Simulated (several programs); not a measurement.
# ZnO (4H polytype) from semi-empirical methods to plane-wave DFT

ZnO, 4H polytype, relaxed with r2SCAN in Ansatz, was computed with several methods. Space group P6_3mc (No. 186), hexagonal; a = 3.226 Å, c = 10.473 Å in the conventional setting, 11.80 Å³ an atom. Around Zn lie 4 O at 1.97–1.98 Å; around Zn lie 4 O at 1.97 Å; around O lie 4 Zn at 1.97–1.98 Å; around O lie 4 Zn at 1.97 Å. These are computed values for a spin-unpolarised cell that may be hypothetical; none is a measurement.

```
Zn O
1.0
     3.22650    0.00000    0.00000
    -1.61325    2.79423    0.00000
     0.00000    0.00000   10.47260
Zn O
4 4
Direct
  0.00000 0.00000 0.99938
  0.33333 0.66667 0.24956
  0.00000 0.00000 0.49938
  0.66667 0.33333 0.74956
  0.00000 0.00000 0.18815
  0.33333 0.66667 0.43790
  0.00000 0.00000 0.68815
  0.66667 0.33333 0.93790
```

Gaps and times are for a single point on this cell; volume and bulk modulus come from each method's own relaxation or energy curve at fixed shape, which is too stiff where a cell has free coordinates or axes. Times are rough, from shared hosts (Arm Neoverse V1; Intel Xeon Platinum 8488C), and each method has its own mesh and cell size. A dagger marks a closed or tiny gap in a crystal that DFT finds insulating: a failure of the method or a wrong SCF state. A double dagger marks a value from a curve with shape and coordinates held. PM6 (MOPAC), PM7 (MOPAC), GFN1-xTB (tblite), GFN2-xTB (tblite) treat a cluster of cells at its zone centre, which samples few k points: where these miss a band edge, the gap comes out too large for that reason alone. Gaps from k meshes are read at a limited set of points (mesh, symmetry points, PBE's band edges), so each method's own least gap may be somewhat smaller. xTB and the PM methods were fitted mostly to molecules, and can miss a solid's gap by electronvolts. Minimal bases can be far off for gaps. Times of the plane-wave ladder aren't listed, since it ran on unlike processors and cards. GLLB-SC's gap includes the derivative discontinuity. d marks a direct gap, i an indirect one (no mark: not told apart), a dash a value that wasn't computed or didn't pass its checks.

```tsv
method	kind	gap (eV)	own volume (Å³/atom)	bulk modulus (GPa)	atoms computed	processor time
PBEsol	semilocal	–	11.77	–	8	–
non-self-consistent DFTB (CP2K)	tight binding	4.72 d	–	–	8	2.5 s
GFN1-xTB (tblite)	tight binding	0.01†	–	–	cluster	3.4 s
PM7 (MOPAC)	semi-empirical	3.56	–	–	cluster	4.3 s
light PBE (260 eV and a coarse mesh)	light plane-wave	0.82 d	–	–	8	4.4 s
PM6 (MOPAC)	semi-empirical	3.35	–	–	cluster	5 s
GFN2-xTB (tblite)	tight binding	0.17†	–	–	cluster	7.9 s
PBE/SZV (CP2K)	small basis	0.79 d	12.83‡	127‡	8	21 s
PBE	semilocal	0.75 d	12.32	129‡	8	–
LDA	semilocal	0.68 d	11.32	–	8	–
r2SCAN	semilocal	1.18 d	11.80	150‡	8	–
PBE/DZVP (CP2K)	small basis	0.75 d	12.47‡	128‡	8	73 s
GLLB-SC (GPAW)	model potential	1.96	–	–	8	100 s
Hartree-Fock	exact exchange	11.26 d	–	–	8	–
HSE06	hybrid	2.46 d	–	–	8	–
PBE0	hybrid	3.15 d	–	–	8	–
```

Against HSE06 (2.46 eV) and with closed or daggered gaps left aside, the nearest gap at the points sampled is that of GLLB-SC (GPAW) (-0.50 eV) and the farthest that of Hartree-Fock (+8.80 eV). HSE06 is only a yardstick of convenience, and nearness to it can be luck.

Volumes against r2SCAN's: PBEsol -0.3 %, PBE +4.4 %, LDA -4.0 %.

Runs without a result: non-self-consistent DFTB (CP2K) (relaxation).
